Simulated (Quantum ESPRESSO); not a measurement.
Crystal: Sr.

```
CELL_PARAMETERS angstrom
0.00000 3.04235 3.04235
3.04235 0.00000 3.04235
3.04235 3.04235 0.00000
ATOMIC_POSITIONS crystal
Sr 0.00000 0.00000 0.00000
```

Base run:

| Item | Value |
| --- | --- |
| Program | Quantum ESPRESSO 7.5 |
| Functional | RPBE |
| Potentials or basis | SG15 PBE 1.2 |
| Cutoff | 925 eV |
| Density cutoff | 3701 eV |
| k mesh | 8 × 8 × 8 |
| Occupations | fermi-dirac, width 0.05 eV |
| Spin | no spin polarisation |

Its results: band gap on the k mesh none (metal or under the smearing width); pressure 0.3 GPa.

The run is repeated on the same cell with these changes: functional from RPBE to AM05. What comes out?

Band gap on the k mesh none (metal or under the smearing width); pressure -0.6 GPa.

AM05 binds more tightly than RPBE, so the same cell stands under less pressure.

Caveats: the potentials were made for another functional, which shifts forces and pressure.
